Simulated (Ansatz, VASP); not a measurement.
# One calculation of Pt, two programs

```xyz
1
Lattice="0.0000 1.8657 1.8657 1.8657 0.0000 1.8657 1.8657 1.8657 0.0000" Properties=species:S:1:pos:R:3 pbc="T T T"
Pt    0.0000    0.0000    0.0000
```

Change from the starting cell: volume scaled by 0.88, LAPW.

Alike in both runs: task single point; functional LDA; k mesh 17 × 17 × 17; occupations fermi-dirac, width 0.05 eV; no spin polarisation.

|  | VASP | Ansatz |
| --- | --- | --- |
| version | VASP 6.6.1 | Ansatz 0.2.0 |
| potentials or method | VASP PAW LDA potentials, release 64 (Pt), cutoff 520 eV | all-electron LAPW, scalar-relativistic |

```csv
,VASP,Ansatz,Ansatz less VASP
pressure (GPa),56.5,55.0,-1.52
```

Ansatz ran all-electron here, so the differences hold the error of VASP's frozen core and of both bases.

Caveats: so large a pressure means that the cell lies far from this level's equilibrium, or that cutoff or potentials fall short (VASP). The runs have no spin-orbit coupling, so splittings on Pt are missing.
